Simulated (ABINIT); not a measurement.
Runs of ABINIT 10.8.3 (patched build) on Au. The structure is cubic, space group Fm-3m (No. 225). Conventional cell: a = 4.070 Å, b = 4.070 Å, c = 4.070 Å, α = 90.00°, β = 90.00°, γ = 90.00°. Around Au (site symmetry m-3m) lie 12 Au at 2.88 Å. 

```tsv
task	level	potentials or basis	cell	k mesh	cutoff (eV)	fine-grid cutoff	most SCF steps	thinning of the exchange mesh (fockdownsampling)	model dielectric constant (diemac)	SCF threshold (tolvrs)	other keys	gap on the mesh (eV)	pressure (GPa)	V0 of scaled cells (Å³/atom)	B0 (GPa)
band structure	HCTH407	PseudoDojo NC SR PBE v0.4.1 standard	as given	11 × 11 × 11	1034	-	-	-	-	-	-	none	10.2	-	-
band structure	rPW86PBE	JTH PAW PBE v2.0	as given	11 × 11 × 11	680	1278.94 eV	-	-	-	-	-	none	(b)	-	-
equation of state	LDA-PZ	JTH PAW LDA v2.0	as given	11 × 11 × 11	680	1278.94 eV	-	-	-	-	-	-	-	16.61	(a)
band structure	LDA	JTH PAW LDA v2.0	as given	11 × 11 × 11	680	1278.94 eV	-	-	-	-	-	none	-2.9	-	-
equation of state	BP86+D3	JTH PAW PBE v2.0	as given	11 × 11 × 11	680	1278.94 eV	-	-	-	-	-	-	-	16.79	155
single point	HSE06	SPMS NC PBE v1.0	as given	8 × 8 × 8	707	-	60	2 × 2 × 2	5	1e-07	diemac = 5; tolvrs = 1e-07; hyb_mixing = 0.05	none	-	-	-
band structure	SOGGA	PseudoDojo NC SR PBEsol v0.4.1 standard	as given	11 × 11 × 11	1034	-	-	-	-	-	-	none	-1.5	-	-
single point	PBEsol	PseudoDojo NC SR PBEsol v0.4.1 standard	cell relaxed	8 × 8 × 8	871	-	-	-	-	-	-	none	-1.6	-	-
```

Alike in all rows: no spin polarisation; smearing fermi-dirac 0.05 eV.

Task: Fill in the values left out.

Result: (a) 196; (b) 23.0.

Caveats: the potentials were made for another functional, which shifts forces and pressure (some runs); spin-orbit coupling is left out, which moves the levels of the heavy elements (some runs); pressures at fixed basis lie under the slope of the energies (some runs); so large a pressure means that the cell lies far from this level's equilibrium, or that cutoff or potentials fall short (some runs); the PAW data sets were made with another functional, which shifts forces and pressure a little (some runs); Libxc's HSE differs a little from that of other programs (some runs).

A k mesh can miss the band edges, and the runs leave out spin-orbit coupling on Au.

A gap of «none» marks a metal or a gap under the smearing width.

The runs don't all hold the same shells in valence.

Runs at the PBE level aren't shown here.
